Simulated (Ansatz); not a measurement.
# CuCl: the cost of one run

Method: DFT PBEsol, scalar-relativistic, plane waves, PAW, in Ansatz 0.2.0.

## (1) The starting structure

Symmetry: F-43m, No. 216, cubic system. The conventional cell has a = 5.420 Å, b = 5.420 Å, c = 5.420 Å, α = 90.00°, β = 90.00°, γ = 90.00°. Cu (site symmetry -43m) has 4 Cl at 2.35 Å as nearest neighbours. Around Cl (site symmetry -43m) lie 4 Cu at 2.35 Å.

As a file:

```cif
data_structure
_symmetry_space_group_name_H-M 'F-43m'
_symmetry_Int_Tables_number 216
_cell_length_a 5.4202
_cell_length_b 5.4202
_cell_length_c 5.4202
_cell_angle_alpha 90.000
_cell_angle_beta 90.000
_cell_angle_gamma 90.000
_cell_volume 159.24
loop_
_atom_site_label
_atom_site_type_symbol
_atom_site_symmetry_multiplicity
_atom_site_Wyckoff_symbol
_atom_site_fract_x
_atom_site_fract_y
_atom_site_fract_z
_atom_site_occupancy
Cu1 Cu 4 a 0.00000 0.00000 0.00000 1
Cl1 Cl 4 c 0.25000 0.25000 0.25000 1
```

The cell is taken as given, not relaxed at this level.

## (2) Zero of energy

Reference values: F = -7650.2800 eV; pressure -3.80 GPa; largest force 0.000 eV/Å; gap on the mesh 0.42 eV. It was computed beforehand with the settings of the runs below.

## (3) The scan: biaxial against axial strain

The cell is strained by p along both x and y and by q along z, with fractional coordinates fixed.

## (4) p = -0.080, q = -0.080

Input file input.yaml:

```yaml
crystal:
  lattice:
    - [0.0, 2.493292, 2.493292]
    - [2.493292, 0.0, 2.493292]
    - [2.493292, 2.493292, 0.0]
  atoms:
    - { symbol: Cu, position: [0.0, 0.0, 0.0] }
    - { symbol: Cl, position: [0.75, 0.75, 0.75] }
basis:
  ecutwfc: 420
kpoints:
  mp_grid: { grid: [12, 12, 12] }
hamiltonian:
  xc: pbesol
scf:
  occupations: { method: gaussian, width: 0.05 }
output:
  forces: true
  stress: true
  eigenvalues: true
```

**Question.** How long does this run take on 1 thread of an Arm CPU, shared host, and how much memory does it need?

About 4 s, with a peak of 0.32 GiB.
